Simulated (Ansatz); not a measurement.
Write the native input for Ansatz 0.2.0 that does the following.

| Quantity | Value |
| --- | --- |
| Task | single point |
| Functional | HSE06 form with a typed share of exact exchange |
| Potentials or basis | Ansatz PAW |
| Cutoff | 420 eV (not typed: the program's choice for these potentials) |
| k mesh | 5 × 5 × 5 |
| Occupations | fermi-dirac, width 0.05 eV |
| Spin | no spin polarisation |
| Screening (1/Å) | 0.2 |
| Share of exact exchange | 0.5 |

Crystal: C.

```
C
1.0
     2.61972    0.00000    0.00000
     0.00000    2.61972    0.00000
     0.00000    0.00000    2.61972
C
3
Direct
  0.00000 0.50000 0.50000
  0.50000 0.00000 0.50000
  0.50000 0.50000 0.00000
```

The cell was built by a generator and needn't be a form met in nature.

These files were run (other wordings do the same):

input

```
crystal:
  lattice:
    - [2.61972, 0.0, 0.0]
    - [0.0, 2.61972, 0.0]
    - [0.0, 0.0, 2.61972]
  atoms:
    - { symbol: C, position: [0.0, 0.5, 0.5] }
    - { symbol: C, position: [0.5, 0.0, 0.5] }
    - { symbol: C, position: [0.5, 0.5, 0.0] }
hamiltonian:
  xc: { exchange: pbe, correlation: pbe, exx: { coeff: 0.5, omega: 0.2 } }
  pseudopotentials: { kind: paw }
kpoints:
  mp_grid: { grid: [5, 5, 5] }
scf:
  occupations: { method: fermi_dirac, width: 0.05 }
output:
  forces: true
  stress: true
  eigenvalues: true
```

Results of the run:

| Property | Result |
| --- | --- |
| Pressure | -11.2 GPa |
| Band gap on the k mesh | none (metal or under the smearing width) |

Caveat: the k mesh is coarse (spacing up to 0.48 Å⁻¹), so the values aren't converged, least of all with exact exchange; the pressure holds a Pulay correction of +0.6 GPa for the finite cutoff; the PAW data sets come from PBE, with cores solved anew for the run's functional, which leaves a small shift of forces and pressure; the thresholds are loose for stress.

Wall time 11 s on 1 × NVIDIA H100 80GB HBM3 with 2 threads of AMD EPYC 7R13 Processor (Zen 3), on a shared host, peak memory 1.3 GiB.
